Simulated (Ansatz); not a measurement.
# SiGe (P6_3mc), stationary points along a deformation path

Level of theory: DFT PBEsol, scalar-relativistic, plane waves, PAW (Ansatz). Settings: plane waves to 420 eV, k-mesh 12×12×6 (Γ-centred), Gaussian smearing 0.03 eV. No spin polarisation. Energies are free energies at this smearing, counted from the undisturbed cell; pressure is positive in compression.

The undisturbed cell (relaxed at this level; it needn't be the usual structure):

```
CELL_PARAMETERS angstrom
3.90060 0.00000 0.00000
-1.95030 3.37802 0.00000
0.00000 0.00000 6.44339
ATOMIC_POSITIONS crystal
Si 0.66667 0.33333 0.87455
Si 0.33333 0.66667 0.37455
Ge 0.66667 0.33333 0.50045
Ge 0.33333 0.66667 0.00045
```

At fixed volume and fractional coordinates, lengths along (0.000, 0.000, 1.000) are scaled against those across it; ρ is that ratio over its starting value. V = 21.225 Å³/atom. Δσ is the stress along the axis less the mean stress across it (compression positive).

| ρ | ΔE (meV/atom) | Δσ (GPa) | space group |
| --- | --- | --- | --- |
| 0.800 | 538.5 | 58.25 | P6_3mc |
| 0.850 | 274.4 | 40.05 | P6_3mc |
| 0.920 | 67.8 | 19.11 | P6_3mc |
| 0.960 | 15.8 | 8.85 | P6_3mc |
| 1.000 | 0.0 | 0.02 | P6_3mc |
| 1.050 | 20.6 | -9.34 | P6_3mc |
| 1.100 | 75.3 | -17.10 | P6_3mc |
| 1.200 | 246.7 | -26.11 | P6_3mc |
| 1.300 | 448.7 | -30.72 | P6_3mc |

Q: How does the stress give the slope of the energy, and where is the energy stationary?

A: Along the path d ln(length) is 2/3 d ln ρ on the axis and −1/3 d ln ρ across it, so dE/d ln ρ = −(2/3) V Δσ: the energy falls with ρ where Δσ is positive. Δσ vanishes or changes sign at ρ = 1.000 (P6_3mc), a minimum at 0.0 meV/atom. Pairs of stationary points between two samples would go unseen, and could change a minimum read from distant neighbours into a maximum.

Q: Integrate that slope from ρ = 1 to 1.200 by the trapezoid rule.

A: With V/N in Å³ and 1 eV/Å³ = 160.2 GPa the slopes at ρ = 1.000, 1.050, 1.100, 1.200 are -1, 825, 1511, 2306 meV/atom per unit of ln ρ. The steps add 20.1 + 54.3 + 166.1 = 240.5 meV/atom, against 246.7 from the energies; the trapezoid rule misses the curvature of the slope within each step.

Forces appear on the atoms along this scan, and letting them relax would lower the energy and soften the response. The gap closes along the scan, which can put kinks into the curve.

Cost: 9 runs of about 1.7 core-minutes in all, on Intel Xeon Platinum 8259CL (Skylake/Cascade Lake) (shared hosts).